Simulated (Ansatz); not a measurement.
`C=C(S)CC` + H₂ → `C=CCC` + H₂S at 400 K and 1 bar (hydrogenolysis of a C–S bond).

Gas-phase electronic energies from Ansatz, PBE0-D4/def2-TZVP geometries. CBS: MP2 limit from def2 TZ/QZ plus the TZ coupled-cluster correction, frozen cores. This one scheme is used for every species. One conformer a species, not always the lowest.

```json
{"species": "`C=C(S)CC`", "CCSD(T)/CBS energy (Eh)": "-554.78344", "H − E (kJ/mol)": "316.5", "S (J/(mol·K))": "369.8"}
{"species": "H₂", "CCSD(T)/CBS energy (Eh)": "-1.17544", "H − E (kJ/mol)": "38.0", "S (J/(mol·K))": "139.0"}
{"species": "`C=CCC`", "CCSD(T)/CBS energy (Eh)": "-157.00673", "H − E (kJ/mol)": "310.8", "S (J/(mol·K))": "324.4"}
{"species": "H₂S", "CCSD(T)/CBS energy (Eh)": "-398.97279", "H − E (kJ/mol)": "53.4", "S (J/(mol·K))": "215.9"}
```

H − E and S are ideal-gas, rigid-rotor, harmonic terms from PBE0-D4/def2-TZVP, for one conformer and one mirror image of each species. For small species the MP2-based limit differs from directly extrapolated CCSD(T) by up to some mEh (0.8 for H₂); such offsets cancel only in part. 1 Eh = 2625.50 kJ/mol, R = 8.31446 J/(mol·K).

Question: By hand: ΔE, ΔH, ΔS and ΔG.

Answer: ΔE = (-157.00673) + (-398.97279) − (-554.78344) − (-1.17544) = -0.02064 Eh = -54.2 kJ/mol. Δ(H − E) = 310.8 + 53.4 − 316.5 − 38.0 = 9.7, so ΔH = -44.5 kJ/mol. ΔS = 324.4 + 215.9 − 369.8 − 139.0 = 31.5 J/(mol·K). ΔG = -44.5 − 400 × (31.5)/1000 = -57.1 kJ/mol.

Question: By hand: the equilibrium constant, and the temperature at which ΔG would vanish if ΔH and ΔS stayed fixed.

Answer: log₁₀ K = −ΔG/(RT ln 10) = 7.5. ΔH and −TΔS have one sign here, so there is no such temperature.

ΔH outweighs TΔS. A doubt of 5 kJ/mol in ΔE shifts log₁₀ K by 0.7 here. Other conformers and mirror images would add mixing entropy, several J/(mol·K) or more a flexible species. These are equilibria of isolated gas molecules and say nothing of rates. Largest T1 diagnostic: 0.011 (customary marks: 0.02 for closed shells, 0.045 for open ones).
